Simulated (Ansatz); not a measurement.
# GaP: the cost of one run

Computed with Ansatz 0.2.0 (DFT PBE, scalar-relativistic, plane waves, PAW, unless a step's input says otherwise).

2 further runs of the same task are left out: 2 set aside as unsound or not needed.

## Step 1: Starting point

Symmetry: F-43m, No. 216, cubic system. The conventional cell has a = 5.506 Å, b = 5.506 Å, c = 5.506 Å, α = 90.00°, β = 90.00°, γ = 90.00°. Ga (site symmetry -43m) is surrounded by 4 P at 2.38 Å. P (site symmetry -43m) has 4 Ga at 2.38 Å as nearest neighbours.

Coordinates:

```cif
data_structure
_symmetry_space_group_name_H-M 'F-43m'
_symmetry_Int_Tables_number 216
_cell_length_a 5.5061
_cell_length_b 5.5061
_cell_length_c 5.5061
_cell_angle_alpha 90.000
_cell_angle_beta 90.000
_cell_angle_gamma 90.000
_cell_volume 166.93
loop_
_atom_site_label
_atom_site_type_symbol
_atom_site_symmetry_multiplicity
_atom_site_Wyckoff_symbol
_atom_site_fract_x
_atom_site_fract_y
_atom_site_fract_z
_atom_site_occupancy
Ga1 Ga 4 a 0.00000 0.00000 0.00000 1
P1 P 4 c 0.25000 0.25000 0.25000 1
```

It is the result of an earlier relaxation at this level (volume 20.87 Å³/atom; gap on the mesh: 1.58 eV).

## Step 2: Phonons at the zone centre

Input file input.yaml:

```yaml
crystal:
  lattice:
    - [0.0, 2.765255378, 2.765255378]
    - [2.765255378, 0.0, 2.765255378]
    - [2.765255378, 2.765255378, 0.0]
  atoms:
    - { symbol: Ga, position: [0.0, 0.0, 0.0] }
    - { symbol: P, position: [0.75, 0.75, 0.75] }
basis:
  ecutwfc: 420
kpoints:
  mp_grid: { grid: [8, 8, 8] }
hamiltonian:
  xc: pbe
scf:
  occupations: { method: fixed }
output:
  eigenvalues: true
phonons:
  method: dfpt
  dielectric: true
  rigid_motions: translations
  eigenvectors: true
```

On the command line:

```sh
$ ansatz run input.yaml --threads 1 --pin off --max-ram 3072MiB --backend cpu --events-out ev --progress --plain --runs-dir out
```

Q: Estimate wall time and peak memory on 1 thread of Arm Neoverse V2, shared host.

About 52 s, with a peak of 0.53 GiB.
